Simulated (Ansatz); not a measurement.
## VO2 under changes of volume

One of the cells (10.308 Å³/atom); the others are scaled copies at fixed shape and fractional positions:

```xyz
6
Lattice="4.5072 0.0000 0.0000 0.0000 4.5072 0.0000 0.0000 0.0000 3.0444" Properties=species:S:1:pos:R:3 pbc="T T T"
V     2.2536    2.2536    1.5222
V     0.0000    0.0000    0.0000
O     0.9031    3.6041    1.5222
O     3.6041    0.9031    1.5222
O     3.1567    3.1567    0.0000
O     1.3505    1.3505    0.0000
```

The cell is a database's computed one.

| Property | Result |
| --- | --- |
| Program | Ansatz 0.2.0 |
| Functional | PBEsol |
| Potentials or basis | Ansatz PAW |
| Cutoff | 420 eV (not typed: the program's choice for these potentials) |
| k mesh | 6 × 6 × 9 |
| Occupations | fermi-dirac, width 0.05 eV |
| Spin | collinear spin, ferromagnetic start |
| Starting moments | [2.0, 2.0, 0.0, 0.0, 0.0, 0.0] μB |

| volume (Å³/atom) | energy over the lowest point (meV/atom) | pressure (GPa) | largest force (eV/Å) |
| --- | --- | --- | --- |
| 9.689 | 0.00 | -2.8 | 0.260 |
| 9.896 | 7.06 | -7.9 | 0.268 |
| 10.102 | 20.36 | -12.4 | 0.275 |
| 10.308 | ? | ? | ? |
| 10.514 | 62.68 | -20.0 | 0.287 |
| 10.720 | 90.56 | -23.1 | 0.292 |
| 10.926 | 122.29 | -25.9 | 0.296 |

Q: What does the run at 10.308 Å³/atom give?

A: Energy over the lowest point 39.09 meV/atom; pressure -16.4 GPa; largest force 0.281 eV/Å.

Worked out: A Birch-Murnaghan fit of order 3 (a polynomial in V^(-2/3)) to the other rows has its minimum at 9.58 Å³/atom, just outside them, with B0 = V·E''(V) = 268 GPa and B' = 4.6 at fixed shape and positions, which overstates the stiffness. It gives 39.08 meV/atom at 10.308 Å³/atom, against the run's 39.09, and -dE/dV = -16.5 GPa, against -16.4.

Energies are extrapolated to zero smearing.

Caveats: the PAW data sets come from PBE, with cores solved anew for the run's functional, which leaves a small shift of forces and pressure.
